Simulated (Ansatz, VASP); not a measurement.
**One calculation of TiCo, two programs**

The input INCAR:

```
  PREC = Accurate
  ENCUT = 520
  EDIFF = 1E-7
  ISMEAR = -1
  SIGMA = 0.05
  LREAL = F
  LASPH = T
  NELM = 100
  ALGO = Normal
  ISIF = 2
  LWAVE = F
  LCHARG = F
  ISPIN = 2
  MAGMOM = 2 1
  LORBIT = 11
  LMAXMIX = 4
  GGA = PS
  NBANDS = 22
```

Contents of KPOINTS:

```
regular mesh
0
Gamma
  9 9 9
```

Contents of POSCAR:

```
TiCo
1.0
    2.9861109900      0.0000000000      0.0000000000
    0.0000000000      2.9861109900      0.0000000000
    0.0000000000      0.0000000000      2.9861109900
Co Ti
1 1
Direct
    0.5055210000      0.5022710000      0.4966010000
    0.0047930000     -0.0085480000     -0.0036040000
```

File input.yaml:

```yaml
crystal:
  lattice:
    - [2.98611099, 0.0, 0.0]
    - [0.0, 2.98611099, 0.0]
    - [0.0, 0.0, 2.98611099]
  atoms:
    - { symbol: Co, position: [0.505521, 0.502271, 0.496601], spin: 2.0 }
    - { symbol: Ti, position: [0.004793, -0.008548, -0.003604], spin: 1.0 }
hamiltonian:
  xc: pbesol
  pseudopotentials: { kind: paw }
magnetization:
  spin_polarized: true
kpoints:
  mp_grid: { grid: [9, 9, 9] }
scf:
  occupations: { method: fermi_dirac, width: 0.05 }
output:
  forces: true
  stress: true
  eigenvalues: true
  write_density: true
  write_potential: true
  elf: true
  volumetric_format: npy
```

Change from the starting cell: atoms moved at random, drawn with an rms of 0.05 Å.

Alike in both runs: task single point; functional PBEsol; k mesh 9 × 9 × 9; occupations fermi-dirac, width 0.05 eV; collinear spin, ferromagnetic start.

|  | VASP | Ansatz |
| --- | --- | --- |
| version | VASP 6.6.1 | Ansatz 0.2.0 |
| potentials or method | VASP PAW PBE potentials, release 64 (Co, Ti_sv) | Ansatz PAW |
| plane-wave cutoff (eV) | 520 | 420 |
| valence electrons in the cell | 21 | 29 |

```tsv
	VASP	Ansatz	Ansatz less VASP
gap on the k mesh at the Fermi level (eV)	none	none	-
pressure (GPa)	-8.6	-8.1	+0.50
rms of the force components (eV/Å)	0.082	0.084	+0.0019
net moment per atom (μB)	0.33	0.36	+0.021
size of the moment on the site where the two differ most (μB)	0.74	0.79	+0.055
```

Site moments also hang on the region over which each program counts them. Atom by atom the forces differ by 0.002 eV/Å (rms over components). A gap of «none» marks a metal or a gap that the smearing closes. The two sets of potentials don't hold the same shells in valence.

Caveats: the PAW data sets were made with another functional, which shifts forces and pressure a little (VASP); the PAW data sets come from PBE, with cores solved anew for the run's functional, which leaves a small shift of forces and pressure (Ansatz).
